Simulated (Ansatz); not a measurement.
**Zr: all-electron results**

```xyz
2
Lattice="3.2392 0.0000 0.0000 -1.6196 2.8053 0.0000 0.0000 0.0000 5.1722" Properties=species:S:1:pos:R:3 pbc="T T T"
Zr    0.0000    1.8702    1.2931
Zr    1.6196    0.9351    3.8792
```

Atom numbers follow the list: Zr1, Zr2.

The cell is the one relaxed in the Materials Project (mp-131), not relaxed further here; entries there can be hypothetical.

The calculation used Ansatz 0.2.0, DFT, PBE, all-electron LAPW, scalar-relativistic.

The runs use a Γ-centred 12×12×7 k mesh, Fermi–Dirac smearing of 0.05 eV, basis error target 1 meV/atom, no spin polarisation.

| Property | Result |
| --- | --- |
| Pressure at this cell | -0.37 GPa |
| Band gap | none: bands cross the Fermi level, a metal |
| Stress xx, yy, zz (compression positive) | -0.46, -0.46, -0.17 GPa |
| Density of states at the Fermi level (0.2 eV bin) | 1.78 states/eV per cell |
| Volume per atom | 23.50 Å³ |
